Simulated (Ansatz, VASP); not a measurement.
InSb: VASP beside Ansatz

INCAR

```
PREC = Accurate
ENCUT = 520
EDIFF = 1E-6
ISMEAR = -1
SIGMA = 0.1
LREAL = False
LASPH = True
NELM = 60
ALGO = Normal
ISIF = 2
LWAVE = False
LCHARG = True
GGA = CA
LELF = True
LVHAR = True
NBANDS = 16
```

The input KPOINTS:

```
Automatic mesh
0
Gamma
  11 11 11
```

POSCAR

```
InSb
1.0
    0.0000000000      2.7791721506      2.7791721506
    2.7791721506      0.0000000000      2.7791721506
    2.7791721506      2.7791721506      0.0000000000
In Sb
1 1
Direct
    0.0000000000      0.0000000000      0.0000000000
    0.2500000000      0.2500000000      0.2500000000
```

Input for Ansatz:

```yaml
crystal:
  lattice:
    - [0.0, 2.7791721506, 2.7791721506]
    - [2.7791721506, 0.0, 2.7791721506]
    - [2.7791721506, 2.7791721506, 0.0]
  atoms:
    - { symbol: In, position: [0.0, 0.0, 0.0] }
    - { symbol: Sb, position: [0.25, 0.25, 0.25] }
kpoints:
  mp_grid: { grid: [11, 11, 11] }
scf:
  occupations: { method: fermi_dirac, width: 0.1 }
hamiltonian:
  xc: lda
  pseudopotentials: { kind: paw }
output:
  forces: true
  stress: true
  eigenvalues: true
  populations: true
```

Change from the starting cell: volume scaled by 0.64, PAW files.

Alike in both runs: task single point; functional LDA; k mesh 11 × 11 × 11; occupations fermi-dirac, width 0.1 eV; no spin polarisation.

|  | VASP | Ansatz |
| --- | --- | --- |
| version | VASP 6.6.1 | Ansatz 0.2.0 |
| potentials or method | VASP PAW LDA potentials, release 64 (In_d, Sb) | PAW with Ansatz's default frozen-core files, scalar-relativistic |
| plane-wave cutoff (eV) | 520 | 420 |
| valence electrons in the cell | 18 | 28 |

```csv
,VASP,Ansatz,Ansatz less VASP
pressure (GPa),60.2,59.8,-0.45
```

The two sets of potentials don't hold the same shells in valence.

Caveats: the cell as given lies far from equilibrium; so large a pressure means that the cell lies far from this level's equilibrium, or that cutoff or potentials fall short (VASP). Spin-orbit coupling is left out, which matters for the levels of Sb.
